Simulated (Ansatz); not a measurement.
Crystal: TePt.

```
Pt Te
1.0
     3.95488    0.00000    0.00000
    -1.97744    3.42502    0.00000
     0.00000    0.00000    3.85976
Pt Te
1 1
Direct
  0.00000 0.00000 0.00000
  0.66667 0.33333 0.50000
```

Measurements of this composition are mostly on another form, of space group No. 166.

* Program: Ansatz 0.2.0
* Task: relaxation of cell and atoms
* Functional: r2SCAN
* Potentials or basis: Ansatz PAW
* Cutoff: 500 eV (not typed: the program's choice for these potentials)
* k mesh: 8 × 8 × 7
* Occupations: fermi-dirac, width 0.05 eV
* Spin: no spin polarisation
* Hubbard terms: Pt d U = 2 eV

At the start: volume 26.14 Å³/atom.

**Question.** How do energy, volume and symmetry change on relaxing?

**Answer.** It ends after 9 steps and the volume is 22.58 Å³/atom (-13.6 %); space group P-6m2 (No. 187, to 0.05 Å).

Step by step:
| step | energy change (eV) | largest force (eV/Å) | volume (Å³) |
| --- | --- | --- | --- |
| 1 | 0.0000 | 0.0000 | 52.28 |
| 2 | -0.3700 | 0.0000 | 46.54 |
| 3 | -0.4212 | 0.0000 | 43.18 |
| 4 | -0.4374 | 0.0000 | 44.42 |
| 5 | -0.4449 | 0.0000 | 44.82 |
| 6 | -0.4567 | 0.0000 | 45.13 |
| 7 | -0.4579 | 0.0000 | 45.13 |
| 8 | -0.4579 | 0.0000 | 45.15 |
| 9 | -0.4574 | 0.0000 | 45.15 |

Final structure:
```
CELL_PARAMETERS angstrom
4.07539 0.00000 0.00000
-2.03770 3.52939 0.00000
0.00000 0.00000 3.13904
ATOMIC_POSITIONS crystal
Pt 0.00000 0.00000 0.00000
Te 0.66667 0.33333 0.50000
```

Caveat: the electronic state changed during the relaxation; the plane-wave basis is chosen anew once the cell has moved, so the energies of steps on either side of that aren't comparable; U without spin polarisation on a metal has little footing; the PAW data sets come from PBE, with cores solved anew for the run's functional, which leaves a small shift of forces and pressure; the U is typed as a test and isn't derived for this compound.
